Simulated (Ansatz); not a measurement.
**Hf (Im-3m): scan of one input key**

Wanted for Hf (Im-3m): a scan of one input key.

This is Hf in the bcc structure; at room conditions it is hcp.

All numbers are computed with Ansatz 0.2.0 through its Python package. Level of theory: DFT PBE, plane waves, PAW.

## (1) Starting point

The structure is cubic, space group Im-3m (No. 229). The conventional cell has a = 3.610 Å, b = 3.610 Å, c = 3.610 Å, α = 90.00°, β = 90.00°, γ = 90.00°. Hf (site symmetry m-3m) has 8 Hf at 3.13 Å as nearest neighbours.

The script holds or builds the structure itself.

## (2) The code

Contents of run_edit.py:

```python
"""Keys set on an Input object, for Hf."""

import ansatz as az
from pymatgen.core import Lattice, Structure
from pymatgen.io.ase import AseAtomsAdaptor


def main() -> None:
    pmg_structure = Structure(
        Lattice([(-1.805, 1.805, 1.805), (1.805, -1.805, 1.805), (1.805, 1.805, -1.805)]),
        ["Hf"],
        [
            (0.0, 0.0, 0.0),
        ],
    )
    system = az.Crystal.from_ase(AseAtomsAdaptor.get_atoms(pmg_structure))

    base = (
        system.calculation()
        .functional("pbe")
        .pseudopotentials("paw")
        .basis(470)
        .kpoints(10)
        .occupations("fermi_dirac", width=0.05)
        .band_table()
    )
    typed = base.input()
    rows = []
    for value in [2, 5, 10]:
        edited = typed.set(az.key.scf.mixing.ndim, value)
        r = az.Session.from_dict(edited).plan().execute().report
        rows.append((value, r["free_energy_ev"], r["n_iterations"], len(r["eigenvalues_ev"][0]) if "eigenvalues_ev" in r else 0))
    print("       history            F eV      iterations    bands listed")
    for row in rows:
        print(f"{str(row[0]):>14s}  {row[1]:14.5f}  {row[2]:14d}  {row[3]:14d}")


if __name__ == "__main__":
    main()
```

## (3) The calls as engine input

The package turns the script's settings into the engine's input (first run):

```yaml
crystal:
  lattice:
    - [-1.805, 1.805, 1.805]
    - [1.805, -1.805, 1.805]
    - [1.805, 1.805, -1.805]
  atoms:
    - { symbol: Hf, position: [0.0, 0.0, 0.0] }
basis:
  ecutwfc: 470.0
kpoints:
  mp_grid:
    grid: [10, 10, 10]
hamiltonian:
  xc: pbe
  pseudopotentials:
    kind: paw
scf:
  occupations:
    method: fermi_dirac
    width: 0.05
  mixing:
    ndim: 2
output:
  eigenvalues: true
```

## (4) Launch

Run with:

```console
$ python run_edit.py
```

**Question.** What results will this script give? Wanted: last run but one, from the last.

The runs gave:

| quantity | value |
| --- | --- |
| runs compared | 3 |
| last run but one, from the last | +0.00 meV/atom |
| within 5 meV/atom of the last run from | 2 |

**Reading.** This key steers the way to self-consistency, not the converged energy. Reading the output:
- The mesh is modest for a metal, so energies can be off by several to tens of meV an atom and pressures by half a GPa or more; differences at equal mesh fare better.
- Spin-orbit coupling, which matters for elements this heavy, is left out.
- This isn't the structure that Hf takes at ambient conditions.
